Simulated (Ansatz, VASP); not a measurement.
## Two plane-wave programs on NaH

```
Na H
1.0
     0.00000    2.44000    2.44000
     2.44000    0.00000    2.44000
     2.44000    2.44000    0.00000
Na H
1 1
Direct
  0.00000 0.00000 0.00362
  0.50000 0.50000 0.50000
```

Change from the starting cell: all Na atoms moved +0.013 Å, as atom 1 along Cartesian [1 1 0].

Alike in both runs: task single point; functional r2SCAN; k mesh 8 × 8 × 8; occupations gaussian, width 0.05 eV; no spin polarisation.

```csv
,VASP,Ansatz
version,VASP 6.6.1,Ansatz 0.2.0
potentials or method,"VASP PAW PBE potentials, release 64 (Na_pv, H)","scalar-relativistic, plane waves, PAW"
plane-wave cutoff (eV),520,500
valence electrons in the cell,8,10
```

|  | VASP | Ansatz | Ansatz less VASP |
| --- | --- | --- | --- |
| gap on the k mesh at the Fermi level (eV) | 4.32 | 4.31 | -0.009 |
| least direct gap on the mesh (eV) | 5.14 | 5.14 | +0.008 |
| pressure (GPa) | -1.4 | -1.2 | +0.19 |
| rms of the force components (eV/Å) | 0.008 | 0.006 | -0.0020 |

Atom by atom the forces differ by 0.002 eV/Å (rms over components). The two sets of potentials don't hold the same shells in valence.

Caveats: the PAW data sets were made with another functional, which shifts forces and pressure a little (VASP). A k mesh can miss the band edges.
